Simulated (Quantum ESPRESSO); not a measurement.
# KCl (Sylvite) under changes of volume

One of the cells (31.151 Å³/atom); the others are scaled copies at fixed shape and fractional positions:

```xyz
2
Lattice="0.0000 3.1465 3.1465 3.1465 0.0000 3.1465 3.1465 3.1465 0.0000" Properties=species:S:1:pos:R:3 pbc="T T T"
K     0.0000    0.0000    0.0000
Cl    3.1465    3.1465    3.1465
```

| Property | Result |
| --- | --- |
| Program | Quantum ESPRESSO 7.5 |
| Functional | EV93 |
| Potentials or basis | JTH 2.0 PBE |
| Cutoff | 490 eV |
| Density cutoff | 2939 eV |
| k mesh | 7 × 7 × 7 |
| Occupations | fermi-dirac, width 0.025 eV |
| Spin | no spin polarisation |

```csv
volume (Å³/atom),energy over the lowest point (meV/atom),pressure (GPa),gap on the mesh (eV)
29.282,?,?,?
29.905,135.52,9.0,6.22
30.528,102.73,8.2,6.11
31.151,72.98,7.3,6.00
31.774,47.33,6.7,5.91
32.397,23.17,6.0,5.80
33.020,0.00,5.4,5.71
```

What does the run at 29.282 Å³/atom give?

Energy over the lowest point 172.35 meV/atom; pressure 9.9 GPa; gap on the mesh 6.34 eV.

Worked out: A Birch-Murnaghan fit of order 3 (a polynomial in V^(-2/3)) to the other rows has no minimum within the range. It gives 174.29 meV/atom at 29.282 Å³/atom, against the run's 172.35, and -dE/dV = 10.8 GPa, against 9.9. A straight line through the other rows of the gap, of slope -5.15 eV per unit of ln V (its deformation potential), extrapolates to 6.33 eV, against the run's 6.34.

Energies are extrapolated to zero smearing.

Caveats: the potentials were made for another functional, which shifts forces and pressure; the potentials were made for a functional far from this one; the cutoff is low for these files, which shifts pressure and relaxed volume; an odd mesh through Γ misses points on the zone boundary, where band edges often lie.
